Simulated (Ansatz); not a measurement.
# Kick test of a cell of KBr

It was reached by relaxing an invented guess, and it needn't be the stable form of this composition.

All numbers below come from Ansatz 0.2.0, DFT PBE, scalar-relativistic, plane waves, PAW. Plane waves to 420 eV, a k mesh through Γ of 6×6×1 on the computed 2-atom cell and Gaussian smearing (0.02 eV); no spin polarisation.

The cell below (2 atoms, layer group p4/mmm (No. 61)) is relaxed within its symmetry. The sheet is periodic along a and b; c holds vacuum.

```cif
data_structure
_symmetry_space_group_name_H-M 'P 1'
_symmetry_Int_Tables_number 1
_cell_length_a 4.5690
_cell_length_b 4.5690
_cell_length_c 26.3069
_cell_angle_alpha 90.000
_cell_angle_beta 90.000
_cell_angle_gamma 90.000
_cell_volume 549.17
loop_
_atom_site_label
_atom_site_type_symbol
_atom_site_fract_x
_atom_site_fract_y
_atom_site_fract_z
_atom_site_occupancy
K1 K 0.50000 0.50000 0.30408 1
Br1 Br 0.00000 0.00000 0.30413 1
```

For the test a repeat of it with 8 atoms (edges 9.14, 9.14 Å) was strained at random (σ = 1.5 % a component), the atoms were moved at random (σ = 0.05 Å), and all was relaxed again on a coarse 2×2×1 mesh (in the run’s order of axes) with 0.10 eV smearing, with no symmetry imposed.

**Question.** Does it come back?

**Answer.** It returns, within 1 meV/atom of the unmoved cell on that mesh and with the same symmetry when read at 0.1 Å (P1 at 0.01 Å, so small strains and shifts remain). No instability shows in this cell; modes of other wave vectors, which need another repeat, aren't tested.
